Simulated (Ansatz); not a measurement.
**17O NMR of the central transition in V₂O₅ at a changed volume**

Cell: a measured structure from the Crystallography Open Database (COD), relaxed with PBE at fixed cell and then changed (volume scaled by 1.02, ions relaxed).

```cif
data_V2O5
_symmetry_space_group_name_H-M 'Pmmn:1'
_symmetry_Int_Tables_number 59
_cell_length_a 3.5876
_cell_length_b 11.5882
_cell_length_c 4.3969
_cell_angle_alpha 90.000
_cell_angle_beta 90.000
_cell_angle_gamma 90.000
loop_
_atom_site_label
_atom_site_type_symbol
_atom_site_symmetry_multiplicity
_atom_site_Wyckoff_symbol
_atom_site_fract_x
_atom_site_fract_y
_atom_site_fract_z
V V 4 e 0.0000 0.8517 0.1100
O5 O 4 e 0.0000 0.8551 0.4701
O9 O 4 e 0.0000 0.6814 0.9937
O13 O 2 a 0.0000 0.0000 0.0009
```

One atom of each set is listed.

Level of theory: DFT, PBE, plane waves and PAW, scalar-relativistic, 420 eV cutoff, Γ-centred 7×2×6 k-points, Fermi–Dirac smearing 0.02 eV (Ansatz 0.2.0).

17O has I = 5/2 and Q = -25.58 mb (Pyykkö 2018); at 11.7 T its Larmor frequency is ν₀ = 67.6 MHz. Only the quadrupole interaction is simulated: positions count from each site's isotropic chemical shift, and J coupling is left out, as are shift anisotropy and dipolar coupling, which fast spinning averages.

**Question.** Simulate the second-order pattern (fast magic-angle spinning, Gaussian broadening 0.2 kHz) of site O13 (2 V at 1.78 Å, angle 149°).

**Answer.** The calculation gives C_Q = 3.74 MHz and η = 0.01, so ν_Q = 0.561 MHz and the centre of gravity lies at -18.4 ppm (-1.24 kHz).

```json
{"offset (kHz)": "-3.219", "height": "1"}
{"offset (kHz)": "-3.091", "height": "4"}
{"offset (kHz)": "-2.964", "height": "6"}
{"offset (kHz)": "-2.837", "height": "6"}
{"offset (kHz)": "-2.709", "height": "7"}
{"offset (kHz)": "-2.582", "height": "7"}
{"offset (kHz)": "-2.455", "height": "7"}
{"offset (kHz)": "-2.327", "height": "7"}
{"offset (kHz)": "-2.200", "height": "8"}
{"offset (kHz)": "-2.073", "height": "22"}
{"offset (kHz)": "-1.945", "height": "68"}
{"offset (kHz)": "-1.818", "height": "77"}
{"offset (kHz)": "-1.691", "height": "58"}
{"offset (kHz)": "-1.563", "height": "49"}
{"offset (kHz)": "-1.436", "height": "46"}
{"offset (kHz)": "-1.308", "height": "45"}
{"offset (kHz)": "-1.181", "height": "45"}
{"offset (kHz)": "-1.054", "height": "47"}
{"offset (kHz)": "-0.926", "height": "50"}
{"offset (kHz)": "-0.799", "height": "57"}
{"offset (kHz)": "-0.672", "height": "73"}
{"offset (kHz)": "-0.544", "height": "100"}
{"offset (kHz)": "-0.417", "height": "71"}
{"offset (kHz)": "-0.290", "height": "12"}
```

At O13 V_zz points along the bisector of its two bonds (within 1°).

The relaxation (4 steps) took 25 s of wall time (86 s of CPU time) and 0.86 GiB at its peak, on 4 threads of Intel Xeon Platinum 8259CL CPU @ 2.50GHz (Skylake/Cascade Lake) (x86_64; 16 cores open to the job, memory cap 8.0 GiB, no GPU), a shared host with a load of 0.4 a core.
